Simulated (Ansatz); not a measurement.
## Two inputs for TiO₂

Cell: a structure deposited in the COD, taken as it stands.

```cif
data_TiO2
_symmetry_space_group_name_H-M 'P4_2/mnm'
_symmetry_Int_Tables_number 136
_cell_length_a 4.5922
_cell_length_b 4.5922
_cell_length_c 2.9574
_cell_angle_alpha 90.000
_cell_angle_beta 90.000
_cell_angle_gamma 90.000
loop_
_atom_site_label
_atom_site_type_symbol
_atom_site_symmetry_multiplicity
_atom_site_Wyckoff_symbol
_atom_site_fract_x
_atom_site_fract_y
_atom_site_fract_z
Ti Ti 2 a 0.0000 0.0000 0.0000
O O 4 f 0.3050 0.3050 0.0000
```

One atom of each set is listed.

Reference run. All values are calculated (Ansatz; DFT, PBE, plane waves and PAW, scalar-relativistic, 420 eV cutoff, Γ-centred 7×7×10 k-points, Fermi–Dirac smearing 0.02 eV), not measured.

Task: The input is changed as follows: `basis.ecutwfc`: not typed → 500 eV. What happens to V_zz (10²¹ V/m²) and η?

Result: 

| site | V_zz reference | η reference | V_zz changed | η changed |
| --- | --- | --- | --- | --- |
| Ti | -2.27 | 0.29 | -2.26 | 0.29 |
| O | 2.37 | 0.95 | 2.38 | 0.94 |

No V_zz moves by more than 0.01. SCF iterations: 6 and 6.

On the reference run: At this cell the PBE pressure is 5 GPa, so with PBE the cell would grow if it were relaxed.
